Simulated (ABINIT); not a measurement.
AlN in ABINIT: the effect of potentials

Crystal: AlN.

```
Al N
1.0
     0.00000    2.18399    2.18399
     2.18399    0.00000    2.18399
     2.18399    2.18399    0.00000
Al N
1 1
Direct
  0.00000 0.00000 0.00000
  0.25000 0.25000 0.25000
```

Measurements of this composition are mostly on another form, of space group No. 186.

Alike in all runs:

- Program: ABINIT 10.8.3 (patched build)
- Task: single point
- Functional: r2SCAN
- k mesh: 10 × 10 × 10
- Occupations: fermi-dirac, width 0.05 eV
- Spin: no spin polarisation

| potentials | cutoff | gap on the mesh (eV) | pressure (GPa) |
| --- | --- | --- | --- |
| Ansatz PAW PBE default generated set, frozen core | 517 eV | 3.94 | -0.3 |
| JTH PAW PBE v2.0 | 844 eV | 3.90 | 3.3 |
| Ansatz NC r2SCAN | 1497 eV | 3.95 | -0.1 |
| SG15 NC PBE v1.2 | 1306 eV | ? | ? |
| PseudoDojo NC SR PBE v0.4.1 standard | 1361 eV | 3.87 | 3.6 |

Q: What does the run with potentials SG15 NC PBE v1.2 give?

A: gap on the mesh 3.92 eV; pressure 1.4 GPa.

Caveats: the PAW data sets were made with another functional, which shifts forces and pressure a little (some runs); the potentials were made for another functional, which shifts forces and pressure (some runs); the atomic spheres overlap (some runs); a meta-GGA on potentials with a model core is unreliable (some runs).

A k mesh can miss the band edges.

The runs don't all hold the same shells in valence.

Runs at the PBE level aren't shown here.
